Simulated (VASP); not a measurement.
Input of a VASP 6.6.1 run:

Contents of INCAR:

```
SYSTEM = Ti
PREC     = Accurate       ! precision mode
ENCUT    = 480            ! plane-wave cutoff, eV
EDIFF    = 1E-7           ! SCF threshold, eV
ISMEAR   = 0              ! smearing method
SIGMA    = 0.1            ! smearing width, eV
LREAL    = .False.        ! projectors in reciprocal space
LASPH    = .True.         ! aspherical terms in the spheres
NELM     = 60             ! most SCF steps
ALGO     = Normal         ! electronic algorithm
ISIF     = 3              ! what is computed and relaxed
LWAVE    = .False.        ! write WAVECAR
LCHARG   = .False.        ! write CHGCAR
GGA      = PS             ! functional
IBRION   = 2              ! ionic algorithm
NSW      = 90             ! ionic steps
EDIFFG   = -0.005         ! ionic threshold
```

Contents of KPOINTS:

```
Automatic mesh
0
Gamma
  18 18 10
  0 0 0
```

POSCAR

```
Ti
1.0
    2.9357319200      0.0000000000      0.0000000000
   -1.4678659600      2.5424184200      0.0000000000
    0.0000000000      0.0000000000      4.6408561500
Ti
2
Direct
    0.3333333300      0.6666666700      0.2500000000
    0.6666666700      0.3333333300      0.7500000000
```

Potentials or basis: VASP PAW PBE potentials, release 64 (Ti_sv).

Command:

```sh
$ cat potpaw_PBE.64/Ti_sv/POTCAR > POTCAR
$ mpirun -np 1 vasp_std > vasp.out
```

(1) Estimate the relaxed volume.

(2) Estimate the space group after relaxing (to 0.05 Å).

Results:

(1) 16.67 Å³/atom.

(2) P6_3/mmc (No. 194).

Caveat: the PAW data sets were made with another functional, which shifts forces and pressure a little.
